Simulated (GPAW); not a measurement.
# CdGeAs2 (I-42d) in GPAW: single point with PBE

Aim: the single point of CdGeAs2 with PBE.

All numbers are computed with GPAW 26.7.0; they aren't measurements. Logs are shortened: lines on timing, memory, paths and dates and some standing lists are left out, and cuts for length are marked. The log counts tension as positive stress, the text compression.

**Experimental background.**

From a printed reference work, data compilation, original work of 1975, for a bulk crystal of CdGeAs2 at 300 K: band gap 0.57 eV (direct).

The runs below are set against these values where they give the same quantity.

## (1) The structure

The structure is tetragonal, space group I-42d (No. 122). Conventional cell: a = 5.978 Å, b = 5.978 Å, c = 11.329 Å, α = 90.00°, β = 90.00°, γ = 90.00°. Cd (site symmetry -4) is surrounded by 4 As at 2.65 Å. As (site symmetry 2) has 2 Ge at 2.45 Å and 2 Cd at 2.65 Å as nearest neighbours. Ge (site symmetry -4) has 4 As at 2.45 Å as nearest neighbours.

The cell is a database's computed one.

## (2) Single point, PBE

The input, run.py:

```python
from ase.dft.bandgap import bandgap
from ase.io import read, write
from ase.units import GPa
from gpaw import GPAW, PW

atoms = read('CdGeAs2.xyz')

calc = GPAW(mode=PW(450),
            xc='PBE',
            kpts={'size': (5, 5, 5), 'gamma': True},
            occupations={'name': 'fermi-dirac', 'width': 0.05},
            nbands=45,
            maxiter=120,
            txt='gpaw.txt')
atoms.calc = calc
energy = atoms.get_potential_energy()
forces = atoms.get_forces()
stress = atoms.get_stress()
calc.write('gs.gpw')
write('result.traj', atoms)
print(f'Energy: {energy:.6f} eV')
print('Forces (eV/A):')
print(forces.round(4))
print('Stress (GPa):', (stress / GPa).round(3))
print('Fermi level:', round(calc.get_fermi_level(), 4), 'eV')
print(f'Gap: {bandgap(calc)[0]:.4f} eV, direct: {bandgap(calc, direct=True)[0]:.4f} eV')
```

The input, CdGeAs2.xyz:

```xyz
8
Lattice="-2.9888745628 2.9888745628 5.6642966801 2.9888745628 -2.9888745628 5.6642966801 2.9888745628 2.9888745628 -5.6642966801" Properties=species:S:1:pos:R:3 pbc="T T T"
Cd     0.0000000000      0.0000000000      5.6642966801
Cd     2.9888745628      0.0000000000      2.8321483400
As     1.4944372814      1.3223831356     -1.4160741700
As     1.6664914272     -1.4944372814      7.0803708501
As     1.4944372814      1.6664914272      4.2482225101
As     1.3223831356      4.4833118442      1.4160741700
Ge     0.0000000000      2.9888745628      2.8321483400
Ge     0.0000000000      0.0000000000      0.0000000000
```

Potentials or basis: GPAW PAW data sets (gpaw-data 1.2.1), pw.

On the command line:

```console
$ OMP_NUM_THREADS=1 python run.py
```

gpaw.txt:

```text
__  _  _
 | _ |_)|_||  |
 |__||  | ||/\| - 26.7.0

Input parameters:
  mode=PW(ecut=450.00000000000006),
  kpts=MonkhorstPack(size=(5, 5, 5), gamma=True),
  maxiter=120,
  nbands=45,
  occupations=Occupations(name='fermi-dirac', width=0.05),
  xc=XC(name='PBE')

Diagonalizing LCAO Hamiltonian
Converting LCAO to pw mode

           As
        Cd
             As
          Ge  As
               Cd

        Ge
            As

Atoms  # Å, Bohr magnetons
|   | symbol |        x |         y |         z |    initial magnetic moments |
|---|--------|----------|-----------|-----------|-----------------------------|
| 0 |     Cd | 0.000000 |  0.000000 |  5.664297 | ( 0.0000,  0.0000,  0.0000) |
| 1 |     Cd | 2.988875 |  0.000000 |  2.832148 | ( 0.0000,  0.0000,  0.0000) |
| 2 |     As | 1.494437 |  1.322383 | -1.416074 | ( 0.0000,  0.0000,  0.0000) |
| 3 |     As | 1.666491 | -1.494437 |  7.080371 | ( 0.0000,  0.0000,  0.0000) |
| 4 |     As | 1.494437 |  1.666491 |  4.248223 | ( 0.0000,  0.0000,  0.0000) |
| 5 |     As | 1.322383 |  4.483312 |  1.416074 | ( 0.0000,  0.0000,  0.0000) |
| 6 |     Ge | 0.000000 |  2.988875 |  2.832148 | ( 0.0000,  0.0000,  0.0000) |
| 7 |     Ge | 0.000000 |  0.000000 |  0.000000 | ( 0.0000,  0.0000,  0.0000) |

Unit cell  # Å
| periodic |         x |         y |         z |  lengths |     angles |
|----------|-----------|-----------|-----------|----------|------------|
|      yes | -2.988875 |  2.988875 |  5.664297 | 7.067602 | 129.964632 |
|      yes |  2.988875 | -2.988875 |  5.664297 | 7.067602 | 129.964632 |
|      yes |  2.988875 |  2.988875 | -5.664297 | 7.067602 |  73.463313 |

Number of symmetries: 4
Symmetry operations  # r_c * U_cc + t_c -> r_c
|   | kind |            matrix            |
|---|------|------------------------------|
| 0 |  E   |  1, 0, 0,  0, 1, 0,  0, 0, 1 |
| 1 |  C2  |  0, 1, 0,  1, 0, 0, -1,-1,-1 |
| 2 |  S4  |  0, 0, 1, -1,-1,-1,  0, 1, 0 |
| 3 |  S4  | -1,-1,-1,  0, 0, 1,  1, 0, 0 |

BZ-sampling:
  Number of BZ points: 125
  Number of IBZ points: 21

  Monkhorst-Pack size: [5, 5, 5]
  Monkhorst-Pack shift: [0, 0, 0]

K-points  # in reciprocal-cell coordinates
|     |                                coordinates |     weight |
|-----|--------------------------------------------|------------|
|   0 | (  0.00000000,   0.00000000,   0.00000000) | 0.00800000 |
|   1 | (  0.20000000,  -0.20000000,   0.00000000) | 0.03200000 |
|   2 | (  0.20000000,  -0.20000000,   0.20000000) | 0.03200000 |
|   3 | (  0.20000000,   0.00000000,   0.00000000) | 0.06400000 |
|   4 | (  0.20000000,   0.20000000,  -0.20000000) | 0.01600000 |
|   5 | (  0.40000000,  -0.40000000,  -0.20000000) | 0.03200000 |
|   6 | (  0.40000000,  -0.40000000,   0.00000000) | 0.03200000 |
|   7 | (  0.40000000,  -0.40000000,   0.20000000) | 0.03200000 |
|   8 | (  0.40000000,  -0.40000000,   0.40000000) | 0.03200000 |
|   9 | (  0.40000000,  -0.20000000,  -0.20000000) | 0.06400000 |
| ... |                                            |            |
|  20 | (  0.40000000,   0.40000000,   0.40000000) | 0.06400000 |

Plane wave coefficients: 4444
Cutoff: 450.00000000000006 eV

Spin-components: 1 (collinear spins)
Bands:           45
Projectors:      42
Spin-degeneracy: 2
Datatype:        complex128

Parallelization:
  kpt:    1
  domain: 1
  band:   1

Density:
  Valence electrons: 52.0
  Components: 1
  Grid points: [35 35 35]
  Charge: 0.0  # |e|

Potential:
  Grid points: [35 35 35]

species:
  Cd:
    name:    Cadmium
    Z:       48.0
    valence: 12
    core:    36
    charge:  0.0  # [|e|]
    compensation charges:
      type: gauss
      rc: 0.38  # [Å]
      lmax: 2
    cutoffs:
      filter: 2.12  # [Å]
      core: 2.62  # [Å]
    projectors
    | kind |    occ | energy [eV] | rcut [Å] |
    |------|--------|-------------|----------|
    |   5s |  2.000 |      -5.655 |    1.191 |
    |   5p |  0.000 |      -1.186 |    1.228 |
    |   4d | 10.000 |     -11.739 |    1.164 |
    |    s |        |      21.556 |    1.191 |
    |    p |        |      26.026 |    1.228 |
    |    d |        |      15.473 |    1.164 |

    Using partial waves for Cd as LCAO basis

  As:
    name:    Arsenic
    Z:       33.0
    valence: 5
    core:    28
    charge:  0.0  # [|e|]
    compensation charges:
      type: gauss
      rc: 0.33  # [Å]
      lmax: 2
    cutoffs:
      filter: 1.87  # [Å]
      core: 2.96  # [Å]
    projectors
    | kind |    occ | energy [eV] | rcut [Å] |
    |------|--------|-------------|----------|
    |   4s |  2.000 |     -14.487 |    1.058 |
    |   4p |  3.000 |      -5.196 |    1.058 |
    |    s |        |      12.725 |    1.058 |
    |    p |        |      22.016 |    1.058 |
    |    d |        |       0.000 |    1.058 |

    Using partial waves for As as LCAO basis

  Ge:
    name:    Germanium
    Z:       32.0
    valence: 4
    core:    28
    charge:  0.0  # [|e|]
    compensation charges:
      type: gauss
      rc: 0.32  # [Å]
      lmax: 2
    cutoffs:
      filter: 1.77  # [Å]
      core: 3.42  # [Å]
    projectors
    | kind |    occ | energy [eV] | rcut [Å] |
    |------|--------|-------------|----------|
    |   4s |  2.000 |     -11.726 |    1.005 |
    |   4p |  2.000 |      -3.896 |    1.005 |
    |    s |        |      15.485 |    1.005 |
    |    p |        |      23.315 |    1.005 |
    |    d |        |       0.000 |    1.005 |

    Using partial waves for Ge as LCAO basis

Reference energy: -664553.406778  # eV

eigensolver:
  PPCG
  Converge bands: occupied
  niter=2

density mixing:
  MSR1-Mixer
  Pratt-step length: 0.05
  Maximum mixing coefficient: 0.75
  Old densities: 10
  SVD Regularization: 0.005
  Good broyden scale: 1.0
  Trust region scale: 1.0
  Backstep threshold: 4.0
  History deletion threshold: 6.0
  Fourier metric: weight=20.0, sigma=0.015

occupation numbers:
  Fermi-Dirac:
    width: 0.0500  # eV

poisson solver:
  ecut: 3600.0000000000005  # eV

xc functional:
  name: PBE with 2 nearest neighbor stencil

convergence criteria:
- Maximum [total energy] change in last 3 cyles: 0.0005 eV / valence electron
- Maximum integral of absolute [dens]ity change: 0.0001 electrons / valence electron
- Maximum integral of absolute [eigenst]ate change: 4e-08 eV^2 / valence electron
maximum number of iterations: 120

SCF iterations
|iter     | |      energy | eigst |  dens |
|---------|-|-------------|-------|-------|
|iter:   1| |  -30.954448 | -0.21 |       |
|iter:   2| |  -30.835582 | -2.42 | -1.10 |
|iter:   3| |  -30.401830 | -1.53 | -1.13 |
|iter:   4| |  -30.296862 | -2.39 | -1.62 |
|iter:   5| |  -30.255127 | -3.22 | -1.88 |
|iter:   6| |  -30.255072 | -4.57 | -2.36 |
|iter:   7| |  -30.255094c| -5.82 | -3.09 |
|iter:   8| |  -30.255099c| -6.96 | -3.64 |
|iter:   9| |  -30.255099c| -7.83c| -4.12c|

Converged in 9 steps
Energy contributions relative to reference atoms: (reference = -664553.406778)

Energy contributions:
  Kinetic:          78.936485
  Coulomb:         -72.097541
  Zero:              0.257005
  External:          0.000000
  Xc:              -37.350299
  Entropy:          -0.001496
  Spinorbit:         0.000000
  ----------------------------
  Free energy:     -30.255847
  Extrapolated:    -30.255099

dipole moment: (-17.223147, -22.008076, 0.262857)  # |e|*Ang

Fermi level: 4.866
Eigenvalues  # (at kpt = [0.000, 0.000, 0.000])
| band index |      eig [eV] | occ [0-2] |
|------------|---------------|-----------|
|          0 |        -7.996 |     2.000 |
|        ... |               |           |
|         18 |         0.869 |     2.000 |
|         19 |         1.227 |     2.000 |
|         20 |         1.751 |     2.000 |
|         21 |         2.728 |     2.000 |
|         22 |         2.728 |     2.000 |
|         23 |         4.640 |     1.978 |
[... 8 lines left out ...]
|         32 |         8.739 |     0.000 |
|         33 |         9.394 |     0.000 |
|        ... |               |           |
|         44 |        14.407 |     0.000 |

Gap: 0.217 eV
Transition (v -> c):
  (s=0, k=0, n=25, [0.00, 0.00, 0.00]) -> (s=0, k=0, n=26, [0.00, 0.00, 0.00])
No difference between direct/indirect transitions

Forces  # eV/Ang
|        x |        y |        z |
|----------|----------|----------|
|  0.00000 | -0.00000 | -0.00000 |  # Cd   0
|  0.00000 |  0.00000 |  0.00000 |  # Cd   1
|  0.00059 |  0.19854 | -0.00079 |  # As   2
| -0.19854 |  0.00059 |  0.00079 |  # As   3
| -0.00059 | -0.19854 | -0.00079 |  # As   4
|  0.19854 | -0.00059 |  0.00079 |  # As   5
|  0.00000 |  0.00000 |  0.00000 |  # Ge   6
|  0.00000 |  0.00000 | -0.00000 |  # Ge   7

Stress tensor  # eV/Ang^3
|         x |         y |         z |
|-----------|-----------|-----------|
| -0.011410 |  0.000000 |  0.000000 |
|  0.000000 | -0.011410 | -0.000000 |
|  0.000000 | -0.000000 | -0.010967 |

# Writing to gs.gpw (mode='')
```

Run time: 91 s. Hardware: 1 thread of Arm Neoverse V2, shared host; peak memory 0.29 GiB.

Results:

* Free energy: -30.2558 eV
* Pressure: 1.8 GPa
* Largest force: 0.199 eV/Å
* Band gap on the k mesh: 0.22 eV, direct

Forces in eV/Å, atoms in the order of the input:
```
Cd   0.000  0.000  0.000
Cd   0.000  0.000  0.000
As   0.001  0.199 -0.001
As  -0.199  0.001  0.001
As  -0.001 -0.199 -0.001
As   0.199 -0.001  0.001
Ge   0.000  0.000  0.000
Ge   0.000  0.000  0.000
```

Caveat: the cutoff is short for stress and forces, so pressures can be off by a GPa or more.

## (3) Comparison with measurements

Step 2. A measured gap of CdGeAs2 is 0.57 eV (direct; 300 K; a printed reference work, data compilation, original work of 1975); the calculated 0.22 eV misses it by -0.35 eV. Spin-orbit coupling on As, Cd, Ge is left out. The value is that of PBE, without temperature or zero-point motion. Semilocal functionals fall short of measured gaps as a rule. The cell is a database's relaxed one, not the measured one, which moves gaps too.
